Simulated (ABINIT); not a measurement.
Runs of ABINIT 10.8.3 (patched build) on Si2W. It takes space group I4/mmm (No. 139, tetragonal). The conventional cell has a = 3.214 Å, b = 3.214 Å, c = 7.830 Å, α = 90.00°, β = 90.00°, γ = 90.00°. W (site symmetry 4/mmm) is surrounded by 10 Si at 2.62 Å. Around Si (site symmetry 4mm) lie 5 Si at 2.59 to 2.63 Å and 5 W at 2.62 Å. 

```csv
task,level,potentials or basis,cell,k mesh,cutoff (eV),fine-grid cutoff,most SCF steps,cell freedom (optcell),cutoff smearing ecutsm (Ha),optimiser (ionmov),mesh quality,gap on the mesh (eV),pressure (GPa),relaxed volume (Å³/atom),largest force (eV/Å)
single point,PBEsol,JTH PAW PBE v2.0,as given,7 × 7 × 7,435,870.764 eV,-,-,-,-,coarse,none,-2.2,-,0.01
band structure,rPW86PBE,JTH PAW PBE v2.0,as given,12 × 12 × 12,435,870.764 eV,-,-,-,-,not flagged,none,8.1,-,0.14
single point,r2SCAN,JTH PAW PBE v2.0,as given,5 × 5 × 5,517,1034.03 eV,-,-,-,-,coarse,none,-1.0,-,0.01
band structure,RPBE,JTH PAW PBE v2.0,as given,12 × 12 × 12,435,870.764 eV,-,-,-,-,not flagged,none,5.5,-,0.11
single point,HSE06,PseudoDojo NC SR PBE v0.4.1 standard,as given,4 × 4 × 4,844,-,60,-,-,-,coarse,none,(a),-,0.19
band structure,HCTH407,JTH PAW PBE v2.0,as given,12 × 12 × 12,435,870.764 eV,-,-,-,-,not flagged,none,-14.1,-,0.27
relaxation of cell and atoms,AM05,JTH PAW PBE v2.0,relaxed,8 × 8 × 8,517,1034.03 eV,-,2,0.5,2,not flagged,none,0.0,(b),-
relaxation of cell and atoms,WC,JTH PAW PBE v2.0,relaxed,8 × 8 × 8,517,1034.03 eV,-,2,0.5,2,not flagged,none,0.0,13.45,-
band structure,revPBE,JTH PAW PBE v2.0,as given,12 × 12 × 12,435,870.764 eV,-,-,-,-,not flagged,none,4.8,-,0.10
relaxation of cell and atoms,PW91,JTH PAW PBE v2.0,relaxed,8 × 8 × 8,517,1034.03 eV,-,2,0.5,2,not flagged,none,0.0,13.73,-
band structure,LDA-PZ,JTH PAW LDA v2.0,as given,12 × 12 × 12,408,816.342 eV,-,-,-,-,not flagged,none,-,-,0.05
relaxation of cell and atoms,revPBE,JTH PAW PBE v2.0,relaxed,8 × 8 × 8,517,1034.03 eV,-,2,0.5,2,not flagged,none,0.0,13.80,-
```

Alike in all rows: no spin polarisation; smearing fermi-dirac 0.05 eV.

**Question.** Estimate the missing entries.

**Answer.** (a) -0.4; (b) 13.28.

Caveats: some runs use coarse meshes; the PAW data sets were made with another functional, which shifts forces and pressure a little (some runs); spin-orbit coupling is left out, which moves the levels of the heavy elements (some runs); Libxc's HSE differs a little from that of other programs (some runs); the potentials were made for another functional, which shifts forces and pressure (some runs).

A k mesh can miss the band edges, and the runs leave out spin-orbit coupling on W.

A gap of «none» marks a metal or a gap under the smearing width.

Runs at the PBE level aren't shown here.
